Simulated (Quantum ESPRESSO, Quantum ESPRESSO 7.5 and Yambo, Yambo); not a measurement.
**AlAs (F-43m): G0W0 with Yambo, start to end**

Aim: the G0W0 gap of AlAs (F-43m) on PBE, step by step.

Calculated with Quantum ESPRESSO 7.5 and Yambo 5.3.0; PBE and many-body steps on it, plane waves.

**Experimental background.**

- Gap 3.018 eV: lowest direct gap at Gamma; earlier measurement quoted from literature, technique not stated; 300 K; bulk crystal (pure AlAs, literature value used as model input) (quoted in “Simultaneous Measurement of Mid-Infrared Refractive Indices in Thin-Film Heterostructures: Methodology and Results for GaAs/AlGaAs”, 2023, arxiv:2301.08293).

### 1. Set-up

The structure is cubic, space group F-43m (No. 216). The conventional cell has a = 5.661 Å, b = 5.661 Å, c = 5.661 Å, α = 90.00°, β = 90.00°, γ = 90.00°. Nearest to Al lie 4 As at 2.45 Å. Nearest to As lie 4 Al at 2.45 Å. Farther neighbours are not listed.

The cell and positions come from the Crystallography Open Database and are kept as given unless a step says otherwise.

### 2. Ground state

This step: Quantum ESPRESSO 7.5; DFT, PBE, plane waves, norm-conserving pseudopotentials.

The ground-state density comes first.

pw.in reads:

```
&control
  calculation = 'scf'
  prefix = 'x'
  outdir = 'o'
  pseudo_dir = 'pseudo'
/
&system
  ibrav = 0
  nat = 2
  ntyp = 2
  ecutwfc = 76.0
  nbnd = 14
  force_symmorphic = .true.
/
&electrons
  conv_thr = 1e-10
  electron_maxstep = 80
  mixing_beta = 0.5
/
ATOMIC_SPECIES
  Al 26.982 Al.upf
  As 74.922 As.upf
CELL_PARAMETERS angstrom
  0.0000000000 2.8304000000 2.8304000000
  2.8304000000 0.0000000000 2.8304000000
  2.8304000000 2.8304000000 -0.0000000000
ATOMIC_POSITIONS crystal
  Al 0.0000000000 0.0000000000 0.0000000000
  As 0.2500000000 0.2500000000 0.2500000000
K_POINTS automatic
  6 6 6 0 0 0
```

The run is started by

```console
OMP_NUM_THREADS=1 mpirun -n 8 pw.x -nk 8 -in pw.in > pw.out
```

Output:

```text
Program PWSCF v.7.5 starts

     This program is part of the open-source Quantum ESPRESSO suite
     for quantum simulation of materials; please cite
         "P. Giannozzi et al., J. Phys.:Condens. Matter 21 395502 (2009);
         "P. Giannozzi et al., J. Phys.:Condens. Matter 29 465901 (2017);
         "P. Giannozzi et al., J. Chem. Phys. 152 154105 (2020);
     in publications or presentations arising from this work. More details at
     Message from routine setup:
     using ibrav=0 with symmetry is DISCOURAGED, use correct ibrav instead

     G-vector sticks info

     bravais-lattice index     =            0
     lattice parameter (alat)  =       7.5642  a.u.
     unit-cell volume          =     306.0343 (a.u.)^3
     number of atoms/cell      =            2
     number of atomic types    =            2
     number of electrons       =        18.00
     number of Kohn-Sham states=           14
     kinetic-energy cutoff     =      76.0000  Ry
     charge density cutoff     =     304.0000  Ry
     scf convergence threshold =      1.0E-10
     mixing beta               =       0.5000
     number of iterations used =            8  plain     mixing
     Exchange-correlation= PBE
                           (   1   4   3   4   0   0   0)

     celldm(1)=   7.564177  celldm(2)=   0.000000  celldm(3)=   0.000000
     celldm(4)=   0.000000  celldm(5)=   0.000000  celldm(6)=   0.000000

     crystal axes: (cart. coord. in units of alat)
               a(1) = (   0.000000   0.707107   0.707107 )
               a(2) = (   0.707107   0.000000   0.707107 )
               a(3) = (   0.707107   0.707107  -0.000000 )

     reciprocal axes: (cart. coord. in units 2 pi/alat)
               b(1) = ( -0.707107  0.707107  0.707107 )
               b(2) = (  0.707107 -0.707107  0.707107 )
               b(3) = (  0.707107  0.707107 -0.707107 )
     Pseudo is Norm-conserving + core correction, Zval =  3.0
     Generated using ONCVPSP code by D. R. Hamann
     Using radial grid of 1876 points,  6 beta functions with:
     Pseudo is Norm-conserving + core correction, Zval = 15.0
     Generated using ONCVPSP code by D. R. Hamann
     Using radial grid of 1358 points,  6 beta functions with:
     Al                3.00    26.98200     Al( 1.00)
     As               15.00    74.92200     As( 1.00)

     24 Sym. Ops. (no inversion) found

   Cartesian axes

     site n.     atom                  positions (alat units)
         1        Al     tau(   1) = (   0.0000000   0.0000000   0.0000000  )
         2        As     tau(   2) = (   0.3535534   0.3535534   0.3535534  )

     number of k points=    16
                       cart. coord. in units 2pi/alat
        k(    1) = (   0.0000000   0.0000000   0.0000000), wk =   0.0092593
        k(    2) = (   0.1178511   0.1178511  -0.1178511), wk =   0.0740741
        k(    3) = (   0.2357023   0.2357023  -0.2357023), wk =   0.0740741
        k(    4) = (  -0.3535534  -0.3535534   0.3535534), wk =   0.0370370
        k(    5) = (   0.2357023   0.0000000  -0.0000000), wk =   0.0555556
        k(    6) = (   0.3535534   0.1178511  -0.1178511), wk =   0.2222222
        k(    7) = (  -0.2357023  -0.4714045   0.4714045), wk =   0.2222222
        k(    8) = (  -0.1178511  -0.3535534   0.3535534), wk =   0.2222222
        k(    9) = (   0.0000000  -0.2357023   0.2357023), wk =   0.1111111
        k(   10) = (   0.4714045   0.0000000  -0.0000000), wk =   0.0555556
     [... 4 further rows ...]
        k(   15) = (  -0.1178511  -0.3535534   0.5892557), wk =   0.2222222
        k(   16) = (  -0.7071068   0.2357023   0.0000000), wk =   0.1111111

     Dense  grid:    27317 G-vectors     FFT dimensions: (  45,  45,  45)

     Initial potential from superposition of free atoms

     starting charge      17.9973, renormalised to      18.0000
     Starting wfcs are   13 randomized atomic wfcs +    1 random wfcs

     per-process dynamical memory:    24.2 Mb

     Self-consistent Calculation

     iteration #  1     ecut=    76.00 Ry     beta= 0.50

     Threshold (ethr) on eigenvalues was too large:
     Diagonalizing with lowered threshold

     total energy              =    -216.83201599 Ry
     estimated scf accuracy    <       0.06483183 Ry

     iteration #  2     ecut=    76.00 Ry     beta= 0.50

     total energy              =    -216.83789909 Ry
     estimated scf accuracy    <       0.00694720 Ry

     iteration #  3     ecut=    76.00 Ry     beta= 0.50

     total energy              =    -216.83811171 Ry
     estimated scf accuracy    <       0.00089781 Ry

     iteration #  4     ecut=    76.00 Ry     beta= 0.50

     total energy              =    -216.83816212 Ry
     estimated scf accuracy    <       0.00002043 Ry

     iteration #  5     ecut=    76.00 Ry     beta= 0.50

     total energy              =    -216.83816660 Ry
     estimated scf accuracy    <       0.00000074 Ry

     iteration #  6     ecut=    76.00 Ry     beta= 0.50

     total energy              =    -216.83816683 Ry
     estimated scf accuracy    <       0.00000005 Ry

     iteration #  7     ecut=    76.00 Ry     beta= 0.50

     total energy              =    -216.83816685 Ry
     estimated scf accuracy    <       0.00000002 Ry

     iteration #  8     ecut=    76.00 Ry     beta= 0.50

     total energy              =    -216.83816684 Ry
     estimated scf accuracy    <          8.2E-09 Ry

     iteration #  9     ecut=    76.00 Ry     beta= 0.50

     total energy              =    -216.83816684 Ry
     estimated scf accuracy    <          1.6E-09 Ry

     iteration # 10     ecut=    76.00 Ry     beta= 0.50

     total energy              =    -216.83816684 Ry
     estimated scf accuracy    <          4.3E-10 Ry

     iteration # 11     ecut=    76.00 Ry     beta= 0.50

     total energy              =    -216.83816684 Ry
     estimated scf accuracy    <          1.3E-10 Ry

     iteration # 12     ecut=    76.00 Ry     beta= 0.50

     End of self-consistent calculation

          k = 0.0000 0.0000 0.0000 (  3479 PWs)   bands (ev):

   -27.9514 -27.9514 -27.9514 -27.9402 -27.9402  -5.3642   6.5055   6.5055
     6.5055   8.5505  10.7992  10.7992  10.7992  15.5501

          k = 0.1179 0.1179-0.1179 (  3443 PWs)   bands (ev):

   -27.9513 -27.9509 -27.9509 -27.9398 -27.9398  -5.0965   4.4093   6.2427
     6.2427   9.3270  11.2357  11.2357  11.7020  14.7626

          k = 0.2357 0.2357-0.2357 (  3428 PWs)   bands (ev):

   -27.9510 -27.9505 -27.9505 -27.9397 -27.9397  -4.4190   2.0154   5.8425
     5.8425   8.8738  11.3737  11.3737  14.0071  15.5776

          k =-0.3536-0.3536 0.3536 (  3426 PWs)   bands (ev):

     [... further k-points ...]

     highest occupied, lowest unoccupied level (ev):     6.5055    7.9419

!    total energy              =    -216.83816684 Ry
     estimated scf accuracy    <          5.8E-12 Ry

     The total energy is the sum of the following terms:
     one-electron contribution =    -135.01285363 Ry
     hartree contribution      =      74.92241988 Ry
     xc contribution           =     -49.70900705 Ry
     ewald contribution        =    -107.03872604 Ry

     convergence has been achieved in  12 iterations

     XML data file, charge density, pseudopotentials, collected wavefunctions

=------------------------------------------------------------------------------=
   JOB DONE.
=------------------------------------------------------------------------------=
```

The job ended after 3.3 s (8 MPI ranks of Arm Neoverse V2, shared host; peak memory 0.47 GiB).

Numbers from this step:

| Item | Value |
| --- | --- |
| total energy | -2950.2336 eV |
| gap | 1.436 eV |
| k of the valence top | 0, 0, 0 |
| k of the conduction bottom | 0, -0.5, -0.5 |
| least direct gap | 2.045 eV |

The gap is indirect, with the least direct gap 0.61 eV higher.

### 3. Bands along the symmetry lines

The cheap functional maps the bands first; the places of the edges decide which points the dearer methods must see.

pw.in reads:

```
&control
  calculation = 'bands'
  prefix = 'x'
  outdir = 'o'
  pseudo_dir = 'pseudo'
/
&system
  ibrav = 0
  nat = 2
  ntyp = 2
  ecutwfc = 76.0
  nbnd = 15
  force_symmorphic = .true.
/
&electrons
  conv_thr = 1e-9
  electron_maxstep = 80
  diago_full_acc = .true.
  diago_thr_init = 5e-6
/
ATOMIC_SPECIES
  Al 26.982 Al.upf
  As 74.922 As.upf
CELL_PARAMETERS angstrom
  0.0000000000 2.8304000000 2.8304000000
  2.8304000000 0.0000000000 2.8304000000
  2.8304000000 2.8304000000 -0.0000000000
ATOMIC_POSITIONS crystal
  Al 0.0000000000 0.0000000000 0.0000000000
  As 0.2500000000 0.2500000000 0.2500000000
K_POINTS crystal
  50
  0.00000000 0.00000000 0.00000000 1
  -0.06250000 -0.06250000 0.00000000 1
  -0.12500000 -0.12500000 0.00000000 1
  -0.18750000 -0.18750000 0.00000000 1
  -0.25000000 -0.25000000 0.00000000 1
  -0.31250000 -0.31250000 0.00000000 1
  -0.37500000 -0.37500000 0.00000000 1
  -0.43750000 -0.43750000 0.00000000 1
  -0.50000000 -0.50000000 0.00000000 1
  -0.48437500 -0.48437500 0.03125000 1
  -0.46875000 -0.46875000 0.06250000 1
  -0.45312500 -0.45312500 0.09375000 1
  -0.43750000 -0.43750000 0.12500000 1
  -0.42187500 -0.42187500 0.15625000 1
  -0.40625000 -0.40625000 0.18750000 1
  -0.39062500 -0.39062500 0.21875000 1
  -0.37500000 -0.37500000 0.25000000 1
  -0.37500000 0.00000000 0.37500000 1
  -0.32812500 0.00000000 0.32812500 1
  -0.28125000 0.00000000 0.28125000 1
  -0.23437500 0.00000000 0.23437500 1
  -0.18750000 0.00000000 0.18750000 1
  -0.14062500 0.00000000 0.14062500 1
  -0.09375000 0.00000000 0.09375000 1
  -0.04687500 0.00000000 0.04687500 1
  0.00000000 0.00000000 0.00000000 1
  0.00000000 0.00000000 0.06250000 1
  0.00000000 0.00000000 0.12500000 1
  0.00000000 0.00000000 0.18750000 1
  0.00000000 0.00000000 0.25000000 1
  0.00000000 0.00000000 0.31250000 1
  0.00000000 0.00000000 0.37500000 1
  0.00000000 0.00000000 0.43750000 1
  -0.00000000 -0.00000000 0.50000000 1
  -0.06250000 -0.03125000 0.46875000 1
  -0.12500000 -0.06250000 0.43750000 1
  -0.18750000 -0.09375000 0.40625000 1
  -0.25000000 -0.12500000 0.37500000 1
  -0.31250000 -0.15625000 0.34375000 1
  -0.37500000 -0.18750000 0.31250000 1
  -0.43750000 -0.21875000 0.28125000 1
  -0.50000000 -0.25000000 0.25000000 1
  -0.50000000 -0.28125000 0.21875000 1
  -0.50000000 -0.31250000 0.18750000 1
  -0.50000000 -0.34375000 0.15625000 1
  -0.50000000 -0.37500000 0.12500000 1
  -0.50000000 -0.40625000 0.09375000 1
  -0.50000000 -0.43750000 0.06250000 1
  -0.50000000 -0.46875000 0.03125000 1
  -0.50000000 -0.50000000 0.00000000 1
```

Output:

```text
[banner, memory and clock lines left out]
Program PWSCF v.7.5 starts

     Atomic positions and unit cell read from directory:
     o/x.save/

     Message from routine setup:
     using ibrav=0 with symmetry is DISCOURAGED, use correct ibrav instead

     G-vector sticks info

     bravais-lattice index     =            0
     lattice parameter (alat)  =       7.5642  a.u.
     unit-cell volume          =     306.0343 (a.u.)^3
     number of atoms/cell      =            2
     number of atomic types    =            2
     number of electrons       =        18.00
     number of Kohn-Sham states=           15
     kinetic-energy cutoff     =      76.0000  Ry
     charge density cutoff     =     304.0000  Ry
     Exchange-correlation= PBE
                           (   1   4   3   4   0   0   0)

     celldm(1)=   7.564177  celldm(2)=   0.000000  celldm(3)=   0.000000
     celldm(4)=   0.000000  celldm(5)=   0.000000  celldm(6)=   0.000000

     crystal axes: (cart. coord. in units of alat)
               a(1) = (   0.000000   0.707107   0.707107 )
               a(2) = (   0.707107   0.000000   0.707107 )
               a(3) = (   0.707107   0.707107  -0.000000 )

     reciprocal axes: (cart. coord. in units 2 pi/alat)
               b(1) = ( -0.707107  0.707107  0.707107 )
               b(2) = (  0.707107 -0.707107  0.707107 )
               b(3) = (  0.707107  0.707107 -0.707107 )
     Pseudo is Norm-conserving + core correction, Zval =  3.0
     Generated using ONCVPSP code by D. R. Hamann
     Using radial grid of 1876 points,  6 beta functions with:
     Pseudo is Norm-conserving + core correction, Zval = 15.0
     Generated using ONCVPSP code by D. R. Hamann
     Using radial grid of 1358 points,  6 beta functions with:
     Al                3.00    26.98200     Al( 1.00)
     As               15.00    74.92200     As( 1.00)

     24 Sym. Ops. (no inversion) found

   Cartesian axes

     site n.     atom                  positions (alat units)
         1        Al     tau(   1) = (   0.0000000   0.0000000   0.0000000  )
         2        As     tau(   2) = (   0.3535534   0.3535534   0.3535534  )

     number of k points=    50
                       cart. coord. in units 2pi/alat
        k(    1) = (   0.0000000   0.0000000   0.0000000), wk =   0.0400000
        k(    2) = (   0.0000000   0.0000000  -0.0883883), wk =   0.0400000
        k(    3) = (   0.0000000   0.0000000  -0.1767767), wk =   0.0400000
[...]
[... 38 further rows ...]
        k(   49) = (   0.0441942  -0.0000000  -0.7071068), wk =   0.0400000
        k(   50) = (   0.0000000   0.0000000  -0.7071068), wk =   0.0400000

     Dense  grid:    27317 G-vectors     FFT dimensions: (  45,  45,  45)

     The potential is recalculated from file :
     o/x.save/charge-density

     Starting wfcs are   13 randomized atomic wfcs +    2 random wfcs

     Band Structure Calculation

     End of band structure calculation

          k = 0.0000 0.0000 0.0000 (  3479 PWs)   bands (ev):

   -27.9514 -27.9514 -27.9514 -27.9402 -27.9402  -5.3642   6.5055   6.5055
     6.5055   8.5505  10.7992  10.7992  10.7992  15.5501  15.5502

          k = 0.0000 0.0000-0.0884 (  3447 PWs)   bands (ev):

   -27.9513 -27.9510 -27.9510 -27.9400 -27.9400  -5.3127   6.0180   6.3611
     6.3611   9.0644  10.6095  11.0223  11.0223  14.9259  15.6205

          k = 0.0000 0.0000-0.1768 (  3439 PWs)   bands (ev):

   -27.9513 -27.9508 -27.9508 -27.9399 -27.9399  -5.1603   5.1254   6.0070
     6.0070   9.9651  10.1578  11.6090  11.6090  13.9042  15.8269

          k =-0.0000 0.0000-0.2652 (  3439 PWs)   bands (ev):

[...]
k = 0.0000 0.0000-0.3536 (  3479 PWs)   bands (ev):

[...]
k = 0.0000-0.0000-0.4419 (  3435 PWs)   bands (ev):

[...]
k =-0.0000 0.0000-0.5303 (  3423 PWs)   bands (ev):

[...]
k = 0.0000-0.0000-0.6187 (  3418 PWs)   bands (ev):

[...]
k = 0.5303-0.0000-0.5303 (  3430 PWs)   bands (ev):

[...]
k = 0.0000 0.0000 0.0000 (  3479 PWs)   bands (ev):

[...]
k = 0.1326 0.0000-0.7071 (  3402 PWs)   bands (ev):

[...]
k = 0.0884-0.0000-0.7071 (  3412 PWs)   bands (ev):

[...]
k = 0.0442-0.0000-0.7071 (  3398 PWs)   bands (ev):

   -27.9521 -27.9491 -27.9489 -27.9402 -27.9388  -3.3981   1.0900   4.2901
     4.3006   8.0181   8.8853  16.6169  16.8033  17.9232  19.0725

          k = 0.0000 0.0000-0.7071 (  3378 PWs)   bands (ev):

   -27.9521 -27.9488 -27.9488 -27.9401 -27.9387  -3.3993   1.0797   4.3329
     4.3329   7.9419   8.8067  16.8308  16.8309  18.2616  19.1699

     XML data file, pseudopotentials, collected wavefunctions
```

Elapsed: 2.9 s, on 8 MPI ranks; peak memory 0.42 GiB.

Numbers from this step:

| Property | Result |
| --- | --- |
| gap | 1.436 eV |
| k of the valence top | 0, 0, 0 |
| k of the conduction bottom | -0.5, -0.5, 0 |
| least direct gap | 2.045 eV |

The gap is 1.436 eV, as in the run before at this level.

The electronic bands at the labelled points (eV, zero at the top of the highest filled band):

| point | band 6 | band 7 | band 8 | band 9 | band 10 | band 11 | band 12 | band 13 |
| --- | --- | --- | --- | --- | --- | --- | --- | --- |
| Γ | -11.87 | 0.00 | 0.00 | 0.00 | 2.04 | 4.29 | 4.29 | 4.29 |
| halfway | -11.09 | -3.21 | -1.34 | -1.34 | 2.59 | 3.78 | 6.84 | 6.84 |
| X | -9.90 | -5.43 | -2.17 | -2.17 | 1.44 | 2.30 | 10.33 | 10.33 |
| halfway | -9.90 | -5.35 | -2.71 | -2.08 | 1.80 | 3.03 | 9.53 | 9.58 |
| U | -9.94 | -5.17 | -3.41 | -1.80 | 2.24 | 4.98 | 8.18 | 8.33 |
| jump to K | -9.94 | -5.17 | -3.41 | -1.80 | 2.24 | 4.98 | 8.18 | 8.33 |
| halfway | -11.03 | -3.68 | -2.00 | -0.46 | 3.71 | 4.97 | 5.18 | 5.93 |
| Γ | -11.87 | 0.00 | 0.00 | 0.00 | 2.04 | 4.29 | 4.29 | 4.29 |
| halfway | -11.29 | -3.38 | -0.48 | -0.48 | 2.62 | 4.92 | 4.92 | 6.45 |
| L | -10.45 | -5.57 | -0.82 | -0.82 | 2.14 | 4.69 | 4.69 | 7.76 |
| halfway | -10.19 | -5.26 | -2.69 | -1.54 | 3.67 | 4.25 | 6.69 | 7.66 |
| W | -9.87 | -5.08 | -3.18 | -2.82 | 4.33 | 5.65 | 5.71 | 6.07 |
| halfway | -9.89 | -5.28 | -2.69 | -2.54 | 2.50 | 3.41 | 8.13 | 8.86 |
| X | -9.90 | -5.43 | -2.17 | -2.17 | 1.44 | 2.30 | 10.33 | 10.33 |

The electronic bands as a text plot (rows in eV, shown from -8.0 to 6.9 only):

```
    6.6 |    +++           +++              +         ++++ ++
    6.0 |    +              +++++++                  +   +++
    5.3 |  ++                 +++  ++      +        +    + +
    4.7 | +              ++     ++++++   +++++++++++   ++   +
    4.1 |++  +                     ++++++           ++++++++
    3.5 |  ++ ++++      +     +++++++                ++     ++
    2.9 | +  +++  +    +   +++       +   ++++       +         ++
    2.2 |+      ++ ++++  ++           +++    +++++++         ++ +
    1.6 |         +++++++                                      ++
    1.0 |
    0.4 |
   -0.2 |****                   *************
   -0.9 |    *              ****   ***       ********
   -1.5 |  ** ****         *     ****    **         ***
   -2.1 |    *    *********     *                    * **     ***
   -2.7 |              **     ** **        *          *  ******
   -3.3 |     **         *****              *          *****
   -4.0 |       **              *            **
   -4.6 |         *         ****
   -5.2 |          *********                   **   *************
   -5.8 |                                        ***
   -6.4 |
   -7.1 |
   -7.7 |
         Γ           X  U|K            Γ         L        W     X
```

(Continued in part 2 of 3.)

[Paths, hosts, dates, memory and timing lines, banners, echoed tables and standing remarks are left out of the program output.]

[Logs are printed without paths, hosts, clocks, repeated set-up lines and the standing remarks that a program may print on its own settings, such as how far it seeks lower states.]

[Runs of the session that timed out or met a known fault of the program may be left out.]

[Hosts, paths, dates, database ids (printed as entryN), source tags and the programs' standing remarks are cut or masked in the printed files.]
